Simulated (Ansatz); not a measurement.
PbS, space group Cmcm: relaxations under a series of pressures, run with the Python package of Ansatz (0.2.0).

`compress_pbs.py`:
```python
'''Volume and enthalpy of PbS against pressure.'''

import warnings

import ansatz as az
import numpy as np
import pandas as pd

def edges_and_angles(cell):
    cell = np.asarray(cell)
    a, b, c = np.linalg.norm(cell, axis=1)
    cosines = cell[1] @ cell[2] / (b * c), cell[0] @ cell[2] / (a * c), cell[0] @ cell[1] / (a * b)
    return (a, b, c, *np.degrees(np.arccos(cosines)))

warnings.simplefilter('ignore', az.DeckWarning)

lattice = az.Lattice.of(
    (2.07995269, -5.99129686, 0.0),
    (2.07995269, 5.99129686, 0.0),
    (0.0, 0.0, 4.27932094),
)
sites = [
    ('Pb', (0.86943665, 0.13056335, 0.75)),
    ('Pb', (0.13056335, 0.86943665, 0.25)),
    ('S', (0.64520291, 0.35479709, 0.75)),
    ('S', (0.35479709, 0.64520291, 0.25)),
]
crystal = az.Crystal(lattice=lattice)
for symbol, position in sites:
    crystal = crystal.atom(symbol, position)

calc = (
    crystal.calculation()
    .functional(az.Functional.PBESOL)
    .kpoints(6)  # the mesh must be finer for metals
    .occupations('fixed')  # no smearing
    .basis(470)
    .pseudopotentials('paw')
)

# H = F + PV, with 1 GPa A^3 = 1/160.21766 eV
rows = []
for pressure in [0, 2, 4, 6, 8]:
    done = calc.relax(cell=True, pressure=pressure).run()
    cell = done.lattice.cell_ang
    n_atoms = len(done.lattice.sites)
    volume = abs(np.linalg.det(cell)) / n_atoms
    enthalpy = done.report['free_energy_ev'] / n_atoms + pressure * volume / 160.21766
    rows.append((pressure, volume, enthalpy, *edges_and_angles(cell)))
    print(f'{pressure} GPa done: {volume:.4f} A^3/atom')

table = pd.DataFrame(rows, columns=['P_GPa', 'V_A3_atom', 'H_eV_atom', 'a', 'b', 'c', 'alpha', 'beta', 'gamma'])
print(table.round(4).to_string(index=False))
p, v = np.array([row[0] for row in rows], float), np.array([row[1] for row in rows])
print('mean bulk modulus between rows (GPa):', np.round(-np.diff(p) / np.diff(np.log(v)), 1))
```

From its runs, with one value withheld:

| P (GPa) | relaxed V (Å³/atom) |
| --- | --- |
| 0 | 25.171 |
| 2 | 24.057 |
| 4 | 23.257 |
| 6 | 22.611 |
| 8 | ? |

What volume does the cell relax to at 8 GPa?

Murnaghan's form V = V0 (1 + B' P / B0)^(-1/B') through the 4 rows shown gives V0 = 25.169 Å³, B0 = 38.0 GPa and B' = 6.84, and so 22.092 Å³ an atom at 8 GPa. The run gave 22.069 Å³, 0.10 % away.

Reading the output:
- At a fixed pressure a relaxation lowers the enthalpy F + PV, while F alone can rise.
- Spin-orbit coupling, which matters for elements this heavy, is left out.
- This cell is a computed structure, which may not be the phase found in nature.
- Symmetry holds the cell in this phase, whether or not it is the stable one at each pressure.
- Run time: 3.4 min on 1 thread of Arm Neoverse V2, on a shared host, peak memory 0.58 GiB.
